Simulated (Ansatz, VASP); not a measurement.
# One calculation of Si, two programs

INCAR

```
SYSTEM = Si
PREC     = Accurate       ! precision mode
ENCUT    = 600            ! plane-wave cutoff, eV
EDIFF    = 1E-6           ! SCF threshold, eV
ISMEAR   = 0              ! smearing method
SIGMA    = 0.02           ! smearing width, eV
LREAL    = .FALSE.        ! projectors in reciprocal space
LASPH    = .TRUE.         ! aspherical terms in the spheres
NELM     = 80             ! most SCF steps
ALGO     = Normal         ! electronic algorithm
ISIF     = 3              ! what is computed and relaxed
LWAVE    = .FALSE.        ! write WAVECAR
LCHARG   = .FALSE.        ! write CHGCAR
GGA      = CA             ! functional
IBRION   = 2              ! ionic algorithm
NSW      = 80             ! ionic steps
EDIFFG   = -0.005         ! ionic threshold
```

The input KPOINTS:

```
regular mesh
0
G
  18 18 18
  0 0 0
```

POSCAR

```
Si
1.0
    0.0000000000      2.7300000000      2.7300000000
    2.7300000000      0.0000000000      2.7300000000
    2.7300000000      2.7300000000      0.0000000000
Si
2
Direct
    0.0000000000      0.0000000000      0.0000000000
    0.2500000000      0.2500000000      0.2500000000
```

Input for Ansatz:

```yaml
crystal:
  lattice:
    - [0.0, 2.73, 2.73]
    - [2.73, 0.0, 2.73]
    - [2.73, 2.73, 0.0]
  atoms:
    - { symbol: Si, position: [0.0, 0.0, 0.0] }
    - { symbol: Si, position: [0.25, 0.25, 0.25] }
scf:
  occupations: { method: gaussian, width: 0.02 }
output:
  forces: true
  stress: true
  eigenvalues: true
kpoints:
  mp_grid: { grid: [18, 18, 18] }
hamiltonian:
  xc: lda
relax:
  f_tol: 0.005
  adjacent_minimum: "off"
  cell: { stress_tol: 0.02 }
```

Alike in both runs: task relaxation of cell and atoms; functional LDA; k mesh 18 × 18 × 18; occupations gaussian, width 0.02 eV; no spin polarisation.

```csv
,VASP,Ansatz
version,VASP 6.6.1,Ansatz 0.2.0
potentials or method,"VASP PAW LDA potentials, release 64 (Si)","scalar-relativistic, plane waves, PAW"
plane-wave cutoff (eV),600,420
valence electrons in the cell,8,8
```

```csv
,VASP,Ansatz,Ansatz less VASP
"gap on the k mesh at the Fermi level, each at its own relaxed structure (eV)",0.45,0.45,+0.001
relaxed volume (Å³/atom),19.72,19.71,-0.009
relaxed cell length with the largest relative difference (Å),3.821,3.820,-0.0006
energy change over the relaxation (meV/atom),-6,-6,-0.2
```
